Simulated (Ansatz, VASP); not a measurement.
# Os: VASP beside Ansatz

The input INCAR:

```
PREC = Accurate ; ENCUT = 520
EDIFF = 1E-7 ; ISMEAR = 0
SIGMA = 0.019000000000000003 ; LREAL = False
LASPH = True ; NELM = 60
ALGO = Normal ; ISIF = 2
LWAVE = False ; LCHARG = False
GGA = PE
```

Contents of KPOINTS:

```
Automatic mesh
0
Gamma
  11 11 6
```

Contents of POSCAR:

```
Os
1.0
    2.7341000000      0.0000000000      0.0000000000
   -1.3670500000      2.3678000565      0.0000000000
    0.0000000000      0.0000000000      4.3197000000
Os
2
Direct
    0.6666666667      0.3333333333      0.7500000000
    0.3333333333      0.6666666667      0.2500000000
```

Contents of input.yaml:

```yaml
crystal:
  lattice:
    - [2.7341, 0.0, 0.0]
    - [-1.36705, 2.3678000565, 0.0]
    - [0.0, 0.0, 4.3197]
  atoms:
    - { symbol: Os, position: [0.6666666667, 0.3333333333, 0.75] }
    - { symbol: Os, position: [0.3333333333, 0.6666666667, 0.25] }
hamiltonian:
  xc: pbe
  pseudopotentials: { kind: paw }
kpoints:
  mp_grid: { grid: [11, 11, 6] }
scf:
  occupations: { method: gaussian, width: 0.019 }
output:
  forces: true
  stress: true
  eigenvalues: true
  write_density: true
  write_potential: true
  elf: true
  volumetric_format: npy
```

Alike in both runs: task single point; functional PBE; k mesh 11 × 11 × 6; occupations gaussian, width 0.019 eV; no spin polarisation.

|  | VASP | Ansatz |
| --- | --- | --- |
| version | VASP 6.6.1 | Ansatz 0.2.0 |
| potentials or method | VASP PAW PBE potentials, release 64 (Os) | Ansatz PAW |
| plane-wave cutoff (eV) | 520 | 420 |
| valence electrons in the cell | 16 | 32 |

```tsv
	VASP	Ansatz	Ansatz less VASP
gap on the k mesh at the Fermi level (eV)	none	none	-
pressure (GPa)	8.8	8.8	-0.03
largest component of the traceless stress (GPa)	0.19	0.24	+0.050
```

A gap of «none» marks a metal or a gap that the smearing closes. The functional is the same, so the differences come from potentials, cutoffs and numerics. The two sets of potentials don't hold the same shells in valence.

Spin-orbit coupling is left out, which matters for the levels of Os.
